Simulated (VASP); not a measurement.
# Ru in VASP: a series of runs

The runs below take Ru through single point, relaxation of the atoms, with PBEsol.

Program: VASP 6.6.1. These are calculated values, not measurements. Logs are shortened: lines on timing, memory, paths and dates and some standing lists are left out, and cuts for length are marked.

### Step 1. The slab as given

The cell holds a slab with vacuum, 12 atoms: a = 2.688 Å, b = 4.255 Å, c = 27.415 Å, α = 90.00°, β = 90.00°, γ = 90.00°.

The slab is cut from a database's or a generator's crystal, which needn't be the stable form of the element.

### Step 2. Single point, PBEsol

INCAR reads:

```
PREC     = Accurate       # precision mode
ENCUT    = 520            # plane-wave cutoff, eV
EDIFF    = 1E-6           # SCF threshold, eV
ISMEAR   = 1              # smearing method
SIGMA    = 0.1            # smearing width, eV
LREAL    = False          # projectors in reciprocal space
LASPH    = True           # aspherical terms in the spheres
NELM     = 80             # most SCF steps
ALGO     = Normal         # electronic algorithm
ISIF     = 2              # what is computed and relaxed
LWAVE    = False          # write WAVECAR
LCHARG   = False          # write CHGCAR
LDIPOL   = True         
IDIPOL   = 3            
DIPOL    = 0.5 0.5 0.500
GGA      = PS             # functional
LVHAR    = True         
LVACPOTAV= True         
ICORELEVEL= 1            
LUSENCCL = False
```

KPOINTS reads:

```
Automatic mesh
0
Gamma
  14 9 1
```

POSCAR reads:

```
Ru
1.0
    2.6879025100      0.0000000000      0.0000000000
    0.0000000000      4.2552090000      0.0000000000
    0.0000000000      0.0000000000     27.4148898800
Ru
12
Direct
    0.9999992500      0.7500000000      0.2735739600
    0.5000001900      0.2500000000      0.3018772700
    0.4999990600      0.7500000000      0.3584837100
    0.0000000000      0.2500000000      0.3867870200
    0.9999988700      0.7500000000      0.4433934700
    0.4999998100      0.2500000000      0.4716967800
    0.4999986800      0.7500000000      0.5283032200
    0.9999996200      0.2500000000      0.5566065300
    0.9999984900      0.7500000000      0.6132129800
    0.4999994300      0.2500000000      0.6415162900
    0.4999983100      0.7500000000      0.6981227300
    0.9999992400      0.2500000000      0.7264260400
```

Potentials or basis: VASP PAW PBE potentials, release 64 (Ru_pv).

Command:

```console
> cat potpaw_PBE.64/Ru_pv/POTCAR > POTCAR
> mpirun -np 1 vasp_std > vasp.out
```

OUTCAR:

```text
PREC = Accurate
   ENCUT = 520
   EDIFF = 1E-6
   ISMEAR = 1
   LREAL = False
   LASPH = True
   NELM = 80
   ISIF = 2
   GGA = PS

 ion  position               nearest neighbor table
   1  1.000  0.750  0.274-   2 2.63   2 2.63   2 2.63   2 2.63   3 2.69   3 2.69
   2  0.500  0.250  0.302-   3 2.63   3 2.63   1 2.63   1 2.63   1 2.63   1 2.63   4 2.69   4 2.69

   3  0.500  0.750  0.358-   2 2.63   2 2.63   4 2.63   4 2.63   4 2.63   4 2.63   1 2.69   5 2.69
                             1 2.69   5 2.69
   4  0.000  0.250  0.387-   5 2.63   5 2.63   3 2.63   3 2.63   3 2.63   3 2.63   2 2.69   6 2.69
                             2 2.69   6 2.69
   5  1.000  0.750  0.443-   4 2.63   4 2.63   6 2.63   6 2.63   6 2.63   6 2.63   7 2.69   3 2.69
                             7 2.69   3 2.69
   6  0.500  0.250  0.472-   7 2.63   7 2.63   5 2.63   5 2.63   5 2.63   5 2.63   8 2.69   4 2.69
                             8 2.69   4 2.69
   7  0.500  0.750  0.528-   6 2.63   6 2.63   8 2.63   8 2.63   8 2.63   8 2.63   5 2.69   9 2.69
                             5 2.69   9 2.69
   8  1.000  0.250  0.557-   9 2.63   9 2.63   7 2.63   7 2.63   7 2.63   7 2.63   6 2.69  10 2.69
                             6 2.69  10 2.69
   9  1.000  0.750  0.613-   8 2.63   8 2.63  10 2.63  10 2.63  10 2.63  10 2.63  11 2.69   7 2.69
                            11 2.69   7 2.69
  10  0.500  0.250  0.642-  11 2.63  11 2.63   9 2.63   9 2.63   9 2.63   9 2.63  12 2.69   8 2.69
                            12 2.69   8 2.69
  11  0.500  0.750  0.698-  10 2.63  10 2.63  12 2.63  12 2.63  12 2.63  12 2.63   9 2.69   9 2.69

  12  1.000  0.250  0.726-  11 2.63  11 2.63  11 2.63  11 2.63  10 2.69  10 2.69

  LATTYP: Found a simple orthorhombic cell.
 ALAT       =     2.6879025100
 B/A-ratio  =     1.5830964792
 C/A-ratio  =    10.1993616874

  Lattice vectors:

 A1 = (   2.6879025100,   0.0000000000,   0.0000000000)
 A2 = (   0.0000000000,   4.2552090000,   0.0000000000)
 A3 = (   0.0000000000,   0.0000000000,  27.4148898800)

Analysis of symmetry for initial positions (statically):
=====================================================================
 Subroutine PRICEL returns:
 Original cell was already a primitive cell.

 Routine SETGRP: Setting up the symmetry group for a
 simple orthorhombic supercell.

 Subroutine GETGRP returns: Found  8 space group operations
 (whereof  4 operations were pure point group operations)
 out of a pool of  8 trial point group operations.

The static configuration has the point symmetry C_2h.
 The point group associated with its full space group is D_2h.

Analysis of symmetry for dynamics (positions and initial velocities):
[... 184 lines left out ...]
 the core state eigenenergies are
   1-  1s -21925.8743  2s  -3146.1594  2p  -2816.7008  3s   -547.8040  3p   -439.5762
       3d   -265.5691  4s    -68.3824
   2-  1s -21926.1300  2s  -3146.4759  2p  -2817.0126  3s   -548.1027  3p   -439.8750
       3d   -265.8730  4s    -68.6481
   3-  1s -21926.2134  2s  -3146.5925  2p  -2817.1257  3s   -548.2320  3p   -440.0042
       3d   -266.0029  4s    -68.8083
   4-  1s -21926.1969  2s  -3146.5803  2p  -2817.1131  3s   -548.2205  3p   -439.9927
       3d   -265.9916  4s    -68.7987
   5-  1s -21926.0930  2s  -3146.4799  2p  -2817.0122  3s   -548.1241  3p   -439.8963
       3d   -265.8950  4s    -68.7114
   6-  1s -21926.0863  2s  -3146.4736  2p  -2817.0059  3s   -548.1176  3p   -439.8898
       3d   -265.8885  4s    -68.7042
   7-  1s -21926.0863  2s  -3146.4736  2p  -2817.0059  3s   -548.1176  3p   -439.8898
       3d   -265.8885  4s    -68.7042
   8-  1s -21926.0930  2s  -3146.4799  2p  -2817.0122  3s   -548.1241  3p   -439.8963
       3d   -265.8950  4s    -68.7114
   9-  1s -21926.1969  2s  -3146.5803  2p  -2817.1131  3s   -548.2205  3p   -439.9927
       3d   -265.9916  4s    -68.7987
  10-  1s -21926.2134  2s  -3146.5925  2p  -2817.1257  3s   -548.2320  3p   -440.0042
       3d   -266.0029  4s    -68.8083
  11-  1s -21926.1300  2s  -3146.4759  2p  -2817.0126  3s   -548.1027  3p   -439.8750
       3d   -265.8730  4s    -68.6481
  12-  1s -21925.8743  2s  -3146.1594  2p  -2816.7008  3s   -547.8040  3p   -439.5762
       3d   -265.5691  4s    -68.3824

 E-fermi :   4.3115     XC(G=0):  -8.1104

 val. band max:        4.3095109232   @ k =   0.5000   0.3333   0.0000
 cond. band min:       4.3160982794   @ k =   0.0000   0.2222   0.0000
 fundamental gap:      0.0065873562
 Fermi energy:         4.3114854444

 k-point     1 :       0.0000    0.0000    0.0000
  band No.  band energies     occupation
      1     -39.3790      2.00000
      2     -39.3278      2.00000
      3     -39.1811      2.00000
      4     -39.1497      2.00000
      5     -39.0364      2.00000
      6     -39.0206      2.00000
[... 2365 lines left out ...]
     95       6.1300     -0.00000
     96       6.1747     -0.00000

 [... further k-points ...]

 [bands above 96 left out]

------------------------ aborting loop because EDIFF is reached ----------------------------------------

  FORCE on cell =-STRESS in cart. coord.  units (eV):
  Direction    XX          YY          ZZ          XY          YZ          ZX
  --------------------------------------------------------------------------------------
  -------------------------------------------------------------------------------------
  Total       -6.3869448     -8.4292427     -3.9624743      0.0000000      0.0000000      0.0000000
  in kB      -32.6349410    -43.0703325    -20.2467874      0.0000000      0.0000000      0.0000000
  external PRESSURE =     -31.9840203 kB  Pullay stress =       0.0000000 kB

 VOLUME and BASIS-vectors are now :
 -----------------------------------------------------------------------------
  energy-cutoff  :      520.00
  volume of cell :      313.56
      direct lattice vectors                 reciprocal lattice vectors
     2.687902510  0.000000000  0.000000000     0.372037303  0.000000000  0.000000000
     0.000000000  4.255209000  0.000000000     0.000000000  0.235006083  0.000000000
     0.000000000  0.000000000 27.414889880     0.000000000  0.000000000  0.036476528

 POSITION                                       TOTAL-FORCE (eV/Angst)
 -----------------------------------------------------------------------------------
      2.68790      3.19141      7.50000         0.000000     -0.000000      0.970238
      1.34395      1.06380      8.27593         0.000000     -0.000000     -0.237234
      1.34395      3.19141      9.82779         0.000000     -0.000000     -0.539653
      0.00000      1.06380     10.60372        -0.000000     -0.000000     -0.190434
      2.68790      3.19141     12.15558        -0.000000      0.000000     -0.080223
      1.34395      1.06380     12.93152         0.000000     -0.000000     -0.041953
      1.34395      3.19141     14.48337         0.000000     -0.000000      0.041953
      2.68790      1.06380     15.25931         0.000000     -0.000000      0.080223
      2.68790      3.19141     16.81117         0.000000     -0.000000      0.190434
      1.34395      1.06380     17.58710         0.000000      0.000000      0.539653
      1.34395      3.19141     19.13896         0.000000      0.000000      0.237234
      2.68790      1.06380     19.91489         0.000000      0.000000     -0.970238
 -----------------------------------------------------------------------------------
    total drift:                                0.021681      0.000000      0.000000

  FREE ENERGIE OF THE ION-ELECTRON SYSTEM (eV)
  ---------------------------------------------------
  free  energy   TOTEN  =      -117.0221783682 eV

  energy  without entropy=     -117.0215454890  energy(sigma->0) =     -117.02196741

 vacuum level on the upper side and lower side of the slab         9.211         9.211
```

OSZICAR:

```text
N       E                     dE             d eps       ncg     rms          rms(c)
DAV:   1     0.204618028283E+04    0.20462E+04   -0.10594E+05  9280   0.169E+03
DAV:   2    -0.479010370878E+02   -0.20941E+04   -0.20318E+04  8484   0.526E+02
DAV:   3    -0.123637228940E+03   -0.75736E+02   -0.72090E+02 10736   0.952E+01
[... 25 lines left out ...]
DAV:  29    -0.117022163059E+03   -0.23073E-04   -0.93612E-07  5268   0.564E-03    0.140E-03
DAV:  30    -0.117022174352E+03   -0.11294E-04   -0.33693E-07  4708   0.200E-03    0.161E-03
DAV:  31    -0.117022176915E+03   -0.25623E-05   -0.97613E-08  4352   0.120E-03    0.405E-04
DAV:  32    -0.117022178037E+03   -0.11226E-05   -0.53394E-08  4304   0.437E-04    0.275E-04
DAV:  33    -0.117022178368E+03   -0.33090E-06   -0.22289E-08  4220   0.245E-04
   1 F= -.11702218E+03 E0= -.11702197E+03  d E =-.632879E-03
```

stdout:

```text
Offloading initialized ...    1 GPUs detected
 POSCAR found type information on POSCAR Ru
 POSCAR found :  1 types and      12 ions
 scaLAPACK will be used selectively (only on CPU)
 -----------------------------------------------------------------------------
[... 23 lines left out ...]
|     Did not find any points to average over, which means that no vacuum     |
|     field-free region was found. Please increase the size of  your cell     |
|     in the dimension of the dipole correction to obtain accurate            |
|     workfunction values.                                                    |
|                                                                             |
 -----------------------------------------------------------------------------
```

Run time: 28 min. Hardware: 1 × NVIDIA H100 80GB with 1 thread of AMD EPYC 7R13 (Zen 3), shared host; peak memory 1.9 GiB.

Results:

```yaml
Free_energy: -117.0222 eV
Largest_force: 0.970 eV/Å
Band_gap_on_the_k_mesh: none (metal or under the smearing width)
Work_function_of_the_upper_face: 4.90 eV
Work_function_of_the_lower_face: 4.90 eV
```

Forces in eV/Å, atoms in the order of the input:
```
Ru   0.000  0.000  0.970
Ru   0.000  0.000 -0.237
Ru   0.000  0.000 -0.540
Ru   0.000  0.000 -0.190
Ru   0.000  0.000 -0.080
Ru   0.000  0.000 -0.042
Ru   0.000  0.000  0.042
Ru   0.000  0.000  0.080
Ru   0.000  0.000  0.190
Ru   0.000  0.000  0.540
Ru   0.000  0.000  0.237
Ru   0.000  0.000 -0.970
```

Core levels (eV, on the scale of the bands):
```
atom                                                                          levels
1 Ru  1s -21925.9, 2s -3146.2, 2p -2816.7, 3s -547.8, 3p -439.6, 3d -265.6, 4s -68.4
2 Ru  1s -21926.1, 2s -3146.5, 2p -2817.0, 3s -548.1, 3p -439.9, 3d -265.9, 4s -68.6
3 Ru  1s -21926.2, 2s -3146.6, 2p -2817.1, 3s -548.2, 3p -440.0, 3d -266.0, 4s -68.8
4 Ru  1s -21926.2, 2s -3146.6, 2p -2817.1, 3s -548.2, 3p -440.0, 3d -266.0, 4s -68.8
5 Ru  1s -21926.1, 2s -3146.5, 2p -2817.0, 3s -548.1, 3p -439.9, 3d -265.9, 4s -68.7
6 Ru  1s -21926.1, 2s -3146.5, 2p -2817.0, 3s -548.1, 3p -439.9, 3d -265.9, 4s -68.7
```

Caveat: the PAW data sets were made with another functional, which shifts forces and pressure a little.

(Continued in part 2 of 2.)
